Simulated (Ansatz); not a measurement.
Al: bulk modulus by level of theory

```xyz
1
Lattice="0.0000 2.0248 2.0248 2.0248 0.0000 2.0248 2.0248 2.0248 0.0000" Properties=species:S:1:pos:R:3 pbc="T T T"
Al    0.0000    0.0000    0.0000
```

| rung | level | program and potentials | cutoff (eV) | k mesh | smearing | bulk modulus (GPa) | miss | notes |
| --- | --- | --- | --- | --- | --- | --- | --- | --- |
| LDA | LDA | Ansatz, JTH PAW LDA | 570 | 11 × 11 × 11 | fermi-dirac 0.05 | 85.9 | +11.7 % | - |
| GGA | PBE | Ansatz, PseudoDojo standard | 544 | 11 × 11 × 11 | fermi-dirac 0.05 | 79.7 | +3.6 % | - |
| GGA | PBE | Ansatz, SSSP precision PAW | 408 | 11 × 11 × 11 | fermi-dirac 0.05 | 79.4 | +3.3 % | - |
| GGA + dispersion | PBE+D4 | Ansatz, Ansatz PAW | 420 | 11 × 11 × 11 | fermi-dirac 0.05 | 87.5 | +13.8 % | - |
| GGA + dispersion | PBEsol+D4 | Ansatz, Ansatz PAW | 420 | 11 × 11 × 11 | fermi-dirac 0.05 | 88.5 | +15.1 % | potentials made for PBE, which Ansatz adapts in part |
| GGA | revPBE | Ansatz, Ansatz PAW | 420 | 11 × 11 × 11 | fermi-dirac 0.05 | 77.4 | +0.7 % | potentials made for PBE, which Ansatz adapts in part |
| meta-GGA + dispersion | r2SCAN+D4 | Ansatz, Ansatz PAW | 500 | 11 × 11 × 11 | fermi-dirac 0.05 | 93.9 | +22.1 % | potentials made for PBE, which Ansatz adapts in part |
| hybrid | r2SCANh | Ansatz, Ansatz PAW | 500 | 6 × 6 × 6 | fermi-dirac 0.05 | 83.2 | +8.2 % | coarse mesh; potentials made for PBE, which Ansatz adapts in part |

Task: equation of state. All rows: no spin polarisation. Smearing widths are in eV. The cell comes from a database and isn't always the measured one. For a metal such meshes aren't converged. Meshes differ between rows, which moves values too. Meshes are those of the run's cell of 1 atom unless a note names another. Misses use the values as printed. Runs on faulty files, with rough fits or with known faults for this quantity aren't shown. No row holds spin-orbit coupling.

By rung: LDA 85.9; GGA 77.4 to 79.7; GGA + dispersion 87.5 to 88.5; meta-GGA + dispersion 93.9; hybrid on coarse meshes 83.2 (GPa). Measured: 76.9 GPa (pmc:3831299, doi:10.1107/S0021889813023728). Closest, coarse meshes and atomic bases left aside, is revPBE (+0.7 %), and PBE misses by +3.3 % to +3.6 % on plain settings. The runs are for a static lattice, while measurements hold temperature and zero-point motion.
